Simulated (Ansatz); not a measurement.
Hf:

```
Hf
1.0
     3.19670    0.00000    0.00000
    -1.59835    2.76842    0.00000
     0.00000    0.00000    5.05780
Hf
2
Direct
  0.66667 0.33333 0.75000
  0.33333 0.66667 0.25000
```

| Property | Result |
| --- | --- |
| Program | Ansatz 0.2.0 |
| Task | relaxation of cell and atoms |
| Functional | HF |
| Potentials or basis | Ansatz PAW |
| Cutoff | 420 eV (not typed: the program's choice for these potentials) |
| k mesh | 5 × 5 × 3 |
| Occupations | fermi-dirac, width 0.05 eV |
| Spin | no spin polarisation |

At the start: volume 22.38 Å³/atom.

Task: Where does the relaxation end?

Result: It ends after 8 steps and the volume is 25.19 Å³/atom (+12.6 %); space group P6_3/mmc (No. 194, to 0.05 Å).

The path:
```
step  energy change (eV)  largest force (eV/Å)  volume (Å³)
   1              0.0000                0.0000        44.76
   2             -0.2499                0.0000        50.55
   3             -0.2531                0.0000        50.15
   4             -0.2532                0.0000        50.11
   5             -0.2844                0.0000        50.11
   6             -0.2841                0.0000        50.36
   7             -0.2840                0.0000        50.38
   8             -0.2850                0.0000        50.38
```

Final structure:
```
CELL_PARAMETERS angstrom
3.35210 0.00000 0.00000
-1.67605 2.90300 0.00000
0.00000 0.00000 5.17708
ATOMIC_POSITIONS crystal
Hf 0.66667 0.33333 0.75000
Hf 0.33333 0.66667 0.25000
```

Caveat: the k mesh is coarse (spacing up to 0.45 Å⁻¹), so the values aren't converged, least of all with exact exchange; the plane-wave basis is chosen anew once the cell has moved, so the energies of steps on either side of that aren't comparable; the pressure holds a Pulay correction of +0.6 GPa for the finite cutoff; the volume moved by +13 % from the deposited cell, more than functionals usually miss; the PAW data sets come from PBE, with cores solved anew for the run's functional, which leaves a small shift of forces and pressure.
